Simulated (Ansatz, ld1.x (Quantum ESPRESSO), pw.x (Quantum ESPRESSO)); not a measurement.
# magnesium (Mg) (fcc): variants of one ultrasoft potential in the solid

magnesium, ultrasoft, made with ld1.x (Quantum ESPRESSO) 7.5 (PBE, scalar-relativistic). Core [Ne], reference 3s1.5 3p0 (charge +0.5). Waves: 3s (bound): rcut 2.00, rcutus 2.65 bohr; 3s channel at 0.75 Ry: rcut 2.00, rcutus 2.65 bohr; 3p (bound, empty): rcut 2.05, rcutus 2.60 bohr; 3p channel at 1.25 Ry: rcut 2.05, rcutus 2.60 bohr; 3d channel at 0.4 Ry: rcut 1.70, rcutus 2.05 bohr; 3d channel at 2.55 Ry: rcut 1.70, rcutus 2.05 bohr. Local part: all-electron potential smoothed inside 2.00 bohr (lloc = -1). Core correction: Bessel-smoothed model core inside 1.75 bohr. Augmentation charge: built from norm-conserving waves at rcut, not smoothed further.

Crystal test: fcc Mg in pw.x 7.5, no spin, 13³ k-points, Fermi–Dirac smearing 0.01 Ry, cutoffs set for each file from its atomic test. The reference is all-electron LAPW (Ansatz 0.2.0) with the same functional, mesh and smearing; V0 and B0 come from Birch–Murnaghan fits to the pressures at five volumes. Errors are pseudo minus all-electron; Δ is the rms difference of the E(V) curves that follow from these fits, minima aligned, over ±6 % about the mean V0. Mesh and smearing are coarse, so the numbers serve the comparison and aren't converged zero-temperature values; the lattice is a test structure that the element need not adopt.

All-electron: a0 = 4.524 Å (V0 = 23.15 Å³/atom), B0 = 35.0 GPa.

1 further variants are left out: they gave no file fit for a test, a broken result, the same result as the base, or pressures whose basis-set error rivals the error shown.

| change | cutoffs (Ry) | pw.x | a0 (Å) | a0 error (%) | B0 error (%) | Δ (meV/atom) | mean pressure error (GPa) |
| --- | --- | --- | --- | --- | --- | --- | --- |
| base | 40/600 | converged | 4.518 | -0.13 | +0.2 | 0.7 | -0.14 |
| waves 3p (bound): rcut 2.05, rcutus 3.28 bohr; 3p channel at 1.25 Ry: rcut 2.05, rcutus 3.28 bohr | 40/600 | converged | 4.517 | -0.17 | +1.3 | 0.9 | -0.18 |
| type TM; waves now 3p (bound): rc 2.60 bohr; 3d channel at 0.4 Ry: rc 2.05 bohr; 3s (bound): rc 2.65 bohr; local potential the s channel | 50/200 | converged | 4.475 | -1.08 | +4.1 | 5.8 | -1.11 |
| augmentation PSQ, radius 1.30 bohr | 40/400 | converged | 4.524 | +0.00 | +0.3 | 0.0 | +0.00 |

Problem. Give the row for: core correction Bessel-smoothed model core inside 1.56 bohr.

Solution. pw.x: converged; mean pressure error (GPa): -0.13; a0 (Å): 4.519; a0 error (%): -0.12; B0 error (%): +0.5; Δ (meV/atom): 0.7.
